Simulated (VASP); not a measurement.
# Si3C (P6/mmm) in VASP: further runs, part 2 of 3

VASP 6.6.1.

### Step 3. Relaxation of cell and atoms, PBE+TS

Input file INCAR:

```
SYSTEM = Si3C
ALGO = Normal
EDIFF = 1E-6
EDIFFG = -0.005
ENCUT = 600
GGA = PE
IBRION = 2
ISIF = 3
ISMEAR = -1
IVDW = 2
LASPH = .TRUE.
LCHARG = .FALSE.
LREAL = .FALSE.
LWAVE = .FALSE.
NELM = 80
NSW = 60
PREC = Accurate
SIGMA = 0.05
```

Input file KPOINTS:

```
k-points
0
G
  5 5 8
  0 0 0
```

Input file POSCAR:

```
Si3C
1.0
    4.9148000000      0.0000000000      0.0000000000
   -2.4574000000      4.2563400000      0.0000000000
    0.0000000000      0.0000000000      2.4331100000
Si C
3 1
Direct
    0.5000000000      0.0000000000      0.5000000000
    0.0000000000      0.5000000000      0.5000000000
    0.5000000000      0.5000000000      0.5000000000
    0.0000000000      0.0000000000      0.5000000000
```

Potentials or basis: VASP PAW PBE potentials, release 64 (Si, C).

The run is started by

```
$ cat potpaw_PBE.64/Si/POTCAR potpaw_PBE.64/C/POTCAR > POTCAR
$ mpirun -np 1 vasp_std > vasp.out
```

OUTCAR:

```text
SYSTEM = Si3C
   EDIFF = 1E-6
   EDIFFG = -0.005
   ENCUT = 600
   GGA = PE
   IBRION = 2
   ISIF = 3
   ISMEAR = -1
   IVDW = 2
   LASPH = .TRUE.
   LREAL = .FALSE.
   NELM = 80
   NSW = 60
   PREC = Accurate
  IVDW =   2

 ion  position               nearest neighbor table
   1  0.500  0.000  0.500-   2 2.46   3 2.46   3 2.46   2 2.46   4 2.46   4 2.46
   2  0.000  0.500  0.500-   1 2.46   4 2.46   4 2.46   1 2.46   3 2.46   3 2.46
   3  0.500  0.500  0.500-   1 2.46   4 2.46   1 2.46   4 2.46   2 2.46   2 2.46
   4  0.000  0.000  0.500-   2 2.46   3 2.46   2 2.46   3 2.46   1 2.46   1 2.46

  LATTYP: Found a hexagonal cell.
 ALAT       =     4.9148000000
 C/A-ratio  =     0.4950577847

  Lattice vectors:

 A1 = (   4.9148000000,   0.0000000000,   0.0000000000)
 A2 = (  -2.4574000000,   4.2563400000,   0.0000000000)
 A3 = (   0.0000000000,   0.0000000000,   2.4331100000)

Analysis of symmetry for initial positions (statically):
=====================================================================
 Subroutine PRICEL returns:
 Original cell was already a primitive cell.

 Routine SETGRP: Setting up the symmetry group for a
 hexagonal supercell.

 Subroutine GETGRP returns: Found 24 space group operations
 (whereof 24 operations were pure point group operations)
 out of a pool of 24 trial point group operations.

The static configuration has the point symmetry D_6h.

Analysis of symmetry for dynamics (positions and initial velocities):
[... 668 lines left out ...]

------------------------ aborting loop because EDIFF is reached ----------------------------------------
[... 83 lines left out ...]
--------------------------------------- Ionic step       11  -------------------------------------------

 number of electron      15.9999999 magnetization

 Free energy of the ion-electron system (eV)
  ---------------------------------------------------
  ext. energy  EPLUGINS =         0.00000000
  ---------------------------------------------------
  free energy    TOTEN  =       -20.56526503 eV

  energy without entropy =      -20.55772361  energy(sigma->0) =      -20.56149432

 E-fermi :   9.7334     XC(G=0): -11.4803

 val. band max:        9.7295958266   @ k =   0.2000   0.2000   0.3750
 cond. band min:       9.9444884819   @ k =   0.4000  -0.0000   0.1250
 fundamental gap:      0.2148926553
 Fermi energy:         9.7334363341

 k-point     1 :       0.0000    0.0000    0.0000
  band No.  band energies     occupation
      1      -5.4844      2.00000
      2       0.9034      2.00000
      3       2.0765      2.00000
      4       2.9465      2.00000
      5       2.9465      2.00000
      6       2.9701      2.00000
      7       2.9702      2.00000
      8      13.8001      0.00000
      9      14.2571      0.00000
     10      14.2571      0.00000
     11      16.5461      0.00000
     12      18.2287      0.00000
[... 331 lines left out ...]
 k-point    24 :       0.2000    0.2000    0.5000
  band No.  band energies     occupation
      1      -0.3410      2.00000
      2       2.4428      2.00000
      3       2.9168      2.00000
      4       3.4325      2.00000
      5       5.7274      2.00000
      6       6.1514      2.00000
      7       6.8444      2.00000
      8       7.7819      2.00000
      9       8.8408      2.00000
     10      11.8245      0.00000
     11      12.8193      0.00000
     12      12.9135      0.00000

 [... further k-points ...]

------------------------ aborting loop because EDIFF is reached ----------------------------------------

  Hirshfeld charges:
            ion         q(e)
   ------------------------------
      1     Si       0.02825039
      2     Si       0.02825031
      3     Si       0.02825031
      4     C       -0.08475101

  Tkatchenko/Scheffler method for vdW energy calculation
[... 31 lines left out ...]
  FREE ENERGIE OF THE ION-ELECTRON SYSTEM (eV)
  ---------------------------------------------------
  free  energy   TOTEN  =       -21.9078539530 eV

  energy  without entropy=      -21.9003125343  energy(sigma->0) =      -21.90408324

 reached required accuracy - stopping structural energy minimisation
```

OSZICAR:

```text
N       E                     dE             d eps       ncg     rms          rms(c)
DAV:   1     0.316515774081E+02    0.31652E+02   -0.75160E+03   600   0.131E+03
DAV:   2    -0.181492274269E+02   -0.49801E+02   -0.45973E+02   760   0.162E+02
DAV:   3    -0.206800212448E+02   -0.25308E+01   -0.23230E+01   816   0.321E+01
[... 68 lines left out ...]
DAV:   1    -0.205659371453E+02    0.24114E-03   -0.11723E-05   648   0.253E-02    0.370E-03
DAV:   2    -0.205659370900E+02    0.55326E-07   -0.29749E-07   300   0.455E-03
  10 F= -.21907865E+02 E0= -.21904091E+02  d E =-.110719E-03
       N       E                     dE             d eps       ncg     rms          rms(c)
DAV:   1    -0.205652657991E+02    0.67135E-03   -0.83998E-05   664   0.680E-02    0.101E-02
DAV:   2    -0.205652650304E+02    0.76870E-06   -0.31951E-06   648   0.140E-02
  11 F= -.21907854E+02 E0= -.21904083E+02  d E =-.999571E-04
```

CONTCAR:

```text
Si3C
   1.00000000000000
     4.8048619721355728   -0.0000000000000000    0.0000000000000000
    -2.4024309860677864    4.1611309861831325    0.0000000000000000
    -0.0000000000000000   -0.0000000000000000    2.4327229575704941
  Si              C
     3     1
Direct
     0.5000000000000000    0.0000000000000000    0.5000000000000000
     0.0000000000000000    0.5000000000000000    0.5000000000000000
     0.5000000000000000    0.5000000000000000    0.5000000000000000
     0.0000000000000000    0.0000000000000000    0.5000000000000000

  0.00000000E+00  0.00000000E+00  0.00000000E+00
  0.00000000E+00  0.00000000E+00  0.00000000E+00
  0.00000000E+00  0.00000000E+00  0.00000000E+00
  0.00000000E+00  0.00000000E+00  0.00000000E+00
```

Run time: 46 s. Hardware: 1 thread of AMD EPYC 9R45 (Zen 5), shared host; peak memory 0.15 GiB.

Results:

```
Free energy                            : -21.9079 eV
Relaxed volume                         : 12.16 Å³/atom
Relaxed cell                           : a = 4.805 Å, b = 4.805 Å, c = 2.433 Å, α = 90.00°, β = 90.00°, γ = 120.00°
Space group after relaxing (to 0.05 Å) : P6/mmm (No. 191)
Energy gained by relaxing              : 15.3 meV/atom
Ionic steps                            : 11
Pressure after relaxing                : 0.0 GPa
Band gap on the k mesh                 : none (metal or under the smearing width)
Hirshfeld charges                      : Si +0.03; C -0.08 e
Dispersion energy per atom             : -0.336 eV
```

The path:
```
step  energy change (eV)  largest force (eV/Å)  pressure (GPa)  volume (Å³)
   1              0.0000                0.0000           -5.59        50.90
   2             -0.0502                0.0000            2.99        47.69
   3             -0.0607                0.0000            0.27        48.55
   4             -0.0606                0.0000            0.41        48.50
   5             -0.0609                0.0000            0.05        48.63
   6             -0.0610                0.0000            0.16        48.59
   7             -0.0610                0.0000            0.18        48.58
   8             -0.0610                0.0000            0.19        48.58
   9             -0.0611                0.0000           -0.07        48.67
  10             -0.0611                0.0000           -0.05        48.66
  11             -0.0611                0.0000            0.00        48.64
```

Final structure:
```
Si C
1.0
     4.80486    0.00000    0.00000
    -2.40243    4.16113    0.00000
     0.00000    0.00000    2.43272
Si C
3 1
Direct
  0.50000 0.00000 0.50000
  0.00000 0.50000 0.50000
  0.50000 0.50000 0.50000
  0.00000 0.00000 0.50000
```

Caveat: atom-pairwise D2, TS and ULG terms overbind metals; pairwise dispersion overbinds metals, which lowers pressure and volume.

### Step 4. Relaxation of cell and atoms, PBE+TS-HI

Edit INCAR of step 3 so:

```diff
@@ -9,3 +9,3 @@
 ISMEAR = -1
-IVDW = 2
+IVDW = 21
 LASPH = .TRUE.
```

KPOINTS is that of step 3.

POSCAR is that of step 3.

Potentials or basis: VASP PAW PBE potentials, release 64 (Si, C).

The run is started by

```
$ cat potpaw_PBE.64/Si/POTCAR potpaw_PBE.64/C/POTCAR > POTCAR
$ mpirun -np 1 vasp_std > vasp.out
```

OUTCAR:

```text
SYSTEM = Si3C
   EDIFF = 1E-6
   EDIFFG = -0.005
   ENCUT = 600
   GGA = PE
   IBRION = 2
   ISIF = 3
   ISMEAR = -1
   IVDW = 21
   LASPH = .TRUE.
   LREAL = .FALSE.
   NELM = 80
   NSW = 60
   PREC = Accurate
  IVDW =  21

 ion  position               nearest neighbor table
   1  0.500  0.000  0.500-   2 2.46   3 2.46   3 2.46   2 2.46   4 2.46   4 2.46
   2  0.000  0.500  0.500-   1 2.46   4 2.46   4 2.46   1 2.46   3 2.46   3 2.46
   3  0.500  0.500  0.500-   1 2.46   4 2.46   1 2.46   4 2.46   2 2.46   2 2.46
   4  0.000  0.000  0.500-   2 2.46   3 2.46   2 2.46   3 2.46   1 2.46   1 2.46

  LATTYP: Found a hexagonal cell.
 ALAT       =     4.9148000000
 C/A-ratio  =     0.4950577847

  Lattice vectors:

 A1 = (   4.9148000000,   0.0000000000,   0.0000000000)
 A2 = (  -2.4574000000,   4.2563400000,   0.0000000000)
 A3 = (   0.0000000000,   0.0000000000,   2.4331100000)

Analysis of symmetry for initial positions (statically):
=====================================================================
 Subroutine PRICEL returns:
 Original cell was already a primitive cell.

 Routine SETGRP: Setting up the symmetry group for a
 hexagonal supercell.

 Subroutine GETGRP returns: Found 24 space group operations
 (whereof 24 operations were pure point group operations)
 out of a pool of 24 trial point group operations.

The static configuration has the point symmetry D_6h.

Analysis of symmetry for dynamics (positions and initial velocities):
=====================================================================
 Subroutine PRICEL returns:
 Original cell was already a primitive cell.

 Routine SETGRP: Setting up the symmetry group for a
 hexagonal supercell.

 Subroutine GETGRP returns: Found 24 space group operations
 (whereof 24 operations were pure point group operations)
 out of a pool of 24 trial point group operations.

The dynamic configuration has the point symmetry D_6h.

 Subroutine INISYM returns: Found 24 space group operations
 (whereof 24 operations are pure point group operations),
 and found     1 'primitive' translations

----------------------------------------------------------------------------------------

                                     Primitive cell

  volume of cell :      50.8984

  direct lattice vectors                    reciprocal lattice vectors
     4.914800000  0.000000000  0.000000000     0.203467079  0.117471819  0.000000000
    -2.457400000  4.256340000  0.000000000     0.000000000  0.234943637  0.000000000
     0.000000000  0.000000000  2.433110000     0.000000000  0.000000000  0.410996626

  length of vectors
     4.914800000  4.914798567  2.433110000     0.234943569  0.234943637  0.410996626

  position of ions in fractional coordinates (direct lattice)
     0.500000000  0.000000000  0.500000000
     0.000000000  0.500000000  0.500000000
     0.500000000  0.500000000  0.500000000
     0.000000000  0.000000000  0.500000000

  ion indices of the primitive-cell ions
   primitive index   ion index
                 1           1
                 2           2
                 3           3
                 4           4

----------------------------------------------------------------------------------------

 KPOINTS: k-points

Automatic generation of k-mesh.
 Grid dimensions read from file:
 generate k-points for:    5    5    8

 Generating k-lattice:

  Cartesian coordinates                     Fractional coordinates (reciprocal lattice)
     0.040693416  0.023494364  0.000000000     0.200000000 -0.000000000  0.000000000
     0.000000000  0.046988727  0.000000000     0.000000000  0.200000000  0.000000000
[... 85 lines left out ...]
   IVDW    =    21    specifies the selected vdW correction
   LEPSILON=     F    determine dielectric tensor
   LRPA    =     F    only Hartree local field effects (RPA)
 conjugate gradient relaxation of ions
 non-spin polarized calculation
  energy-cutoff  :      600.00
  volume of cell :       50.90
 maximum number of plane-waves:      1714
 NGX is ok and might be reduce to    40
   NGX = 19   NGY = 19   NGZ =  9

--------------------------------------- Ionic step        1  -------------------------------------------

 number of electron      16.0000000 magnetization

 Free energy of the ion-electron system (eV)
  ---------------------------------------------------
  ext. energy  EPLUGINS =         0.00000000
  ---------------------------------------------------
  free energy    TOTEN  =       -20.57841602 eV

  energy without entropy =      -20.56360021  energy(sigma->0) =      -20.57100811

------------------------ aborting loop because EDIFF is reached ----------------------------------------

  Hirshfeld charges:
            ion         q(e)
   ------------------------------
      1     Si          0.029
      2     Si          0.029
      3     Si          0.029
      4     C          -0.087

  Tkatchenko/Scheffler method for vdW energy calculation
[... 37 lines left out ...]
--------------------------------------- Ionic step        2  -------------------------------------------

 number of electron      15.9999999 magnetization

 E-fermi :  10.0157     XC(G=0): -11.5636

 val. band max:       10.0009689957   @ k =   0.2000   0.2000   0.3750
 cond. band min:      10.0190366774   @ k =   0.4000  -0.0000   0.0000
 fundamental gap:      0.0180676817
 Fermi energy:        10.0157089935

 k-point     1 :       0.0000    0.0000    0.0000
  band No.  band energies     occupation
      1      -5.4140      2.00000
      2       1.1230      2.00000
      3       2.2217      2.00000
      4       3.1005      2.00000
      5       3.1005      2.00000
      6       3.2110      2.00000
      7       3.2110      2.00000
      8      14.0698      0.00000
      9      14.6359      0.00000
     10      14.6359      0.00000
     11      16.8156      0.00000
     12      18.7151      0.00000
[... 331 lines left out ...]
 k-point    24 :       0.2000    0.2000    0.5000
  band No.  band energies     occupation
      1      -0.2039      2.00000
      2       2.6225      2.00000
      3       3.0460      2.00000
      4       3.6086      2.00000
      5       5.9170      2.00000
      6       6.3257      2.00000
      7       7.0215      2.00000
      8       8.0510      2.00000
      9       9.1178      2.00000
     10      12.1634      0.00000
     11      13.1309      0.00000
     12      13.1823      0.00000

 [... further k-points ...]

------------------------ aborting loop because EDIFF is reached ----------------------------------------

  Tkatchenko/Scheffler method for vdW energy calculation

  Number of pair interactions contributing to vdW energy:  109600
[... 73 lines left out ...]
  FREE ENERGIE OF THE ION-ELECTRON SYSTEM (eV)
  ---------------------------------------------------
  free  energy   TOTEN  =       -21.8647325270 eV

  energy  without entropy=      -21.8571642586  energy(sigma->0) =      -21.86094839

[... ionic steps 4 to 8 ...]

--------------------------------------- Ionic step        9  -------------------------------------------

 number of electron      15.9999999 magnetization

------------------------ aborting loop because EDIFF is reached ----------------------------------------
[... 83 lines left out ...]
--------------------------------------- Ionic step       11  -------------------------------------------

 number of electron      15.9999999 magnetization

 Free energy of the ion-electron system (eV)
  ---------------------------------------------------
  ext. energy  EPLUGINS =         0.00000000
  ---------------------------------------------------
  free energy    TOTEN  =       -20.56605953 eV

  energy without entropy =      -20.55850458  energy(sigma->0) =      -20.56228205

 E-fermi :   9.7241     XC(G=0): -11.4784

 val. band max:        9.7224727176   @ k =   0.2000   0.2000   0.3750
 cond. band min:       9.9319162241   @ k =   0.4000  -0.0000   0.1250
 fundamental gap:      0.2094435065
 Fermi energy:         9.7241040876

 k-point     1 :       0.0000    0.0000    0.0000
  band No.  band energies     occupation
      1      -5.4851      2.00000
      2       0.8945      2.00000
      3       2.0723      2.00000
      4       2.9334      2.00000
      5       2.9334      2.00000
      6       2.9671      2.00000
      7       2.9671      2.00000
      8      13.8060      0.00000
      9      14.2410      0.00000
     10      14.2410      0.00000
     11      16.5420      0.00000
     12      18.2045      0.00000
[... 331 lines left out ...]
 k-point    24 :       0.2000    0.2000    0.5000
  band No.  band energies     occupation
      1      -0.3350      2.00000
      2       2.4466      2.00000
      3       2.9138      2.00000
      4       3.4370      2.00000
      5       5.7207      2.00000
      6       6.1452      2.00000
      7       6.8473      2.00000
      8       7.7804      2.00000
      9       8.8278      2.00000
     10      11.8195      0.00000
     11      12.8125      0.00000
     12      12.9063      0.00000

 [... further k-points ...]

------------------------ aborting loop because EDIFF is reached ----------------------------------------

  Tkatchenko/Scheffler method for vdW energy calculation

  Number of pair interactions contributing to vdW energy:  107536
[... 29 lines left out ...]
  FREE ENERGIE OF THE ION-ELECTRON SYSTEM (eV)
  ---------------------------------------------------
  free  energy   TOTEN  =       -21.8651467901 eV

  energy  without entropy=      -21.8575918480  energy(sigma->0) =      -21.86136932

 reached required accuracy - stopping structural energy minimisation
```

OSZICAR:

```text
N       E                     dE             d eps       ncg     rms          rms(c)
DAV:   1     0.316515774081E+02    0.31652E+02   -0.75160E+03   600   0.131E+03
DAV:   2    -0.181492274269E+02   -0.49801E+02   -0.45973E+02   760   0.162E+02
DAV:   3    -0.206800212448E+02   -0.25308E+01   -0.23230E+01   816   0.321E+01
[... 67 lines left out ...]
DAV:   1    -0.205666877439E+02    0.19302E-03   -0.77777E-06   644   0.205E-02    0.309E-03
DAV:   2    -0.205666877185E+02    0.25444E-07   -0.21526E-07   300   0.387E-03
  10 F= -.21865174E+02 E0= -.21861393E+02  d E =-.984823E-04
       N       E                     dE             d eps       ncg     rms          rms(c)
DAV:   1    -0.205660602364E+02    0.62751E-03   -0.75695E-05   656   0.645E-02    0.979E-03
DAV:   2    -0.205660595252E+02    0.71115E-06   -0.30067E-06   640   0.136E-02
  11 F= -.21865147E+02 E0= -.21861369E+02  d E =-.717522E-04
```

Run time: 2.2 min. Hardware: 1 thread of AMD EPYC 9R45 (Zen 5), shared host; peak memory 0.15 GiB.

What came out:

```yaml
Free_energy: -21.8651 eV
Relaxed_volume: 12.17 Å³/atom
Relaxed_cell: a = 4.807 Å, b = 4.807 Å, c = 2.432 Å, α = 90.00°, β = 90.00°, γ = 120.00°
Space_group_after_relaxing_to_0.05_Å: P6/mmm (No. 191)
Energy_gained_by_relaxing: 14.6 meV/atom
Ionic_steps: 11
Pressure_after_relaxing: 0.0 GPa
Band_gap_on_the_k_mesh: none (metal or under the smearing width)
Hirshfeld_charges: Si +0.03; C -0.09 e
Dispersion_energy_per_atom: -0.325 eV
```

The path:
| step | energy change (eV) | largest force (eV/Å) | pressure (GPa) | volume (Å³) |
| --- | --- | --- | --- | --- |
| 1 | 0.0000 | 0.0000 | -5.60 | 50.90 |
| 2 | -0.0473 | 0.0000 | 3.07 | 47.68 |
| 3 | -0.0581 | 0.0000 | 0.26 | 48.57 |
| 4 | -0.0581 | 0.0000 | 0.39 | 48.52 |
| 5 | -0.0583 | 0.0000 | 0.03 | 48.66 |
| 6 | -0.0584 | 0.0000 | 0.17 | 48.60 |
| 7 | -0.0584 | 0.0000 | 0.16 | 48.61 |
| 8 | -0.0584 | 0.0000 | 0.16 | 48.61 |
| 9 | -0.0585 | 0.0000 | -0.07 | 48.69 |
| 10 | -0.0585 | 0.0000 | -0.06 | 48.68 |
| 11 | -0.0585 | 0.0000 | -0.01 | 48.66 |

Final structure:
```
Si C
1.0
     4.80701    0.00000    0.00000
    -2.40350    4.16299    0.00000
     0.00000    0.00000    2.43172
Si C
3 1
Direct
  0.50000 0.00000 0.50000
  0.00000 0.50000 0.50000
  0.50000 0.50000 0.50000
  0.00000 0.00000 0.50000
```

Caveat: pairwise dispersion overbinds metals, which lowers pressure and volume.

(Continued in part 3 of 3.)
